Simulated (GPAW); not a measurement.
Runs of GPAW 26.7.0 on Ba. Symmetry: Fm-3m, No. 225, cubic system. Conventional cell: a = 6.465 Å, b = 6.465 Å, c = 6.465 Å, α = 90.00°, β = 90.00°, γ = 90.00°. This isn't the form of Ba at room conditions, which is bcc.

```tsv
task	level	potentials or basis	cell	smearing	smearing order	gap on the mesh (eV)	pressure (GPa)
single point	PBE	GPAW PAW data sets (gpaw-data 1.2.1), pw	as given	gaussian 0.05 eV	-	none	-0.3
electron localisation function	r2SCAN+D4	GPAW PAW data sets (gpaw-data 1.2.1), pw	cell strained at random at fixed volume	methfessel-paxton 0.1 eV	1	0.05	(a)
single point	RPBE	the program's PAW data sets (release 1.2.1) made for this functional, pw	as given	gaussian 0.1 eV	-	none	0.3
single point	RPBE	the program's PAW data sets (release 1.2.1) made for this functional, pw	as given	gaussian 0.05 eV	-	none	0.3
```

Alike in all rows: no spin polarisation; k mesh 7 × 7 × 7; cutoff (eV) 600.

Task: Fill in the values left out.

Result: (a) -0.1.

Caveats: this smearing can pin the Fermi level at a band edge (some runs); the PAW data sets were made with another functional, which shifts forces and pressure a little (some runs); spin-orbit coupling is left out, which moves the levels of the heavy elements (some runs); an odd mesh through Γ misses points on the zone boundary, where band edges often lie (some runs).

A k mesh can miss the band edges, and the runs leave out spin-orbit coupling on Ba.

A gap of «none» marks a metal or a gap under the smearing width.
